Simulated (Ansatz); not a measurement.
Here is an Ansatz 0.2.0 calculation.

The input input.yaml:

```yaml
crystal:
  lattice:
    - [0.0, 2.8338, 2.8338]
    - [2.8338, 0.0, 2.8338]
    - [2.8338, 2.8338, 0.0]
  atoms:
    - { symbol: Se, position: [0.75, 0.75, 0.75] }
    - { symbol: Zn, position: [0.0, 0.0, 0.0] }
kpoints:
  mp_grid: { grid: [8, 8, 8] }
scf:
  occupations: { method: gaussian, width: 0.029 }
hamiltonian:
  xc: pbe
  pseudopotentials: { kind: all_electron, lapw: { basis_error: 0.001 } }
output:
  forces: true
  stress: true
  eigenvalues: true
```

Potentials or basis: all-electron LAPW, scalar-relativistic.

Launch:

```sh
$ ansatz run input.yaml --threads 1 --pin off --max-ram 3072MiB --backend cpu --events-out ev --progress --plain --runs-dir out
```

(1) Predict the pressure.

(2) What does it give for the band gap on the k mesh?

## Answers

(1) 2.1 GPa.

(2) 1.29 eV, direct.

**Experimental background.**

“Alloy Disordering Effects on the Thermal Conductivity and Energy Gap Temperature Dependence of Cd1−xZnxSe Ternary Crystals Grown by the Bridgman Method”, 2023, pmc:10253836 reports, for a bulk crystal of ZnSe at 300 K: band gap 2.695 ± 0.003 eV (an exciton energy, a little under the gap).

A measured gap of ZnSe is 2.695 eV (an exciton energy, a little under the gap; 300 K; “Alloy Disordering Effects on the Thermal Conductivity and Energy Gap Temperature Dependence of Cd1−xZnxSe Ternary Crystals Grown by the Bridgman Method”, 2023, pmc:10253836); the calculated 1.29 eV misses it by -1.40 eV. So large a miss can be the level of theory's own, or it may mean another phase, state or a wrong row. Spin-orbit coupling on Se is left out. The value is that of PBE, without temperature or zero-point motion. Semilocal functionals fall short of measured gaps as a rule.
